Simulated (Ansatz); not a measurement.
The cell of Bi₂Te₃ is invented: random cell by space group and Wyckoff sites (P-6m2, No. 187). The dimensions are guesses.

```cif
data_structure
_symmetry_space_group_name_H-M 'P-6m2'
_symmetry_Int_Tables_number 187
_cell_length_a 5.5030
_cell_length_b 5.5030
_cell_length_c 6.1397
_cell_angle_alpha 90.000
_cell_angle_beta 90.000
_cell_angle_gamma 120.000
_cell_volume 161.02
loop_
_atom_site_label
_atom_site_type_symbol
_atom_site_symmetry_multiplicity
_atom_site_Wyckoff_symbol
_atom_site_fract_x
_atom_site_fract_y
_atom_site_fract_z
_atom_site_occupancy
Bi1 Bi 1 a 0.00000 0.00000 0.00000 1
Bi2 Bi 1 d 0.33333 0.66667 0.50000 1
Te1 Te 3 k 0.82980 0.17020 0.50000 1
```

Computed with Ansatz 0.2.0, DFT PBE, scalar-relativistic, plane waves, PAW. Cutoff 420 eV, Gaussian smearing, Γ-centred meshes. Cell and atoms relax first on a coarse mesh and then on a finer one. In between, the cell is made exact in the group found at 0.06 Å. In metals the finer mesh still leaves noise of several meV/atom or more. The steps can't lower the symmetry of their start. No spin polarisation.

A guess keeps its type if space group and coordination stay and the shape of the cell changes little (axis ratios within about 15 %, angles within 6°); the volume may change.

Problem. Will the relaxed cell still be of the starting type?

Solution. It doesn't keep its type. The symmetry stays P-6m2 (No. 187). The volume per atom grows by 18.6 %, from 32.2 to 38.2 Å³. The shortest distance goes from 2.69 Å (Te–Te) to 3.13 Å (Bi–Te). The ratio c/a of the conventional cell changes by a factor of 0.56. Counting neighbours within 15 % of an atom's shortest distance, the start has Bi 6, Te 6 and the end Bi 6, Te 6. In detail, at the end Bi on its first site is surrounded by 6 Te at 3.13 Å; Bi on its second site is surrounded by 6 Te at 3.53 Å; Te is surrounded by 2 Bi at 3.13 Å, 2 Te at 3.22 Å, 2 Bi at 3.53 Å and 2 Te at 3.84 Å.

```
Bi Te
1.0
     7.06027    0.00000    0.00000
    -3.53014    6.11438    0.00000
     0.00000    0.00000    4.42487
Bi Te
2 3
Direct
  0.33333 0.66667 0.00000
  0.66667 0.33333 0.50000
  0.15216 0.84784 0.50000
  0.15216 0.30433 0.50000
  0.69567 0.84784 0.50000
```

The last run used a 6×6×8 mesh (in the run's order of axes) for its 5-atom cell and Gaussian smearing of 0.10 eV. These runs have no spin–orbit coupling, which can matter for Bi and Te. Symmetry constrained the relaxation, so the result can be a saddle point. Another cell of Bi2Te3 relaxed alike, in R-3m (a cell as deposited in COD), lies 0.49 eV/atom lower, so this cell isn't the stable form at this level.
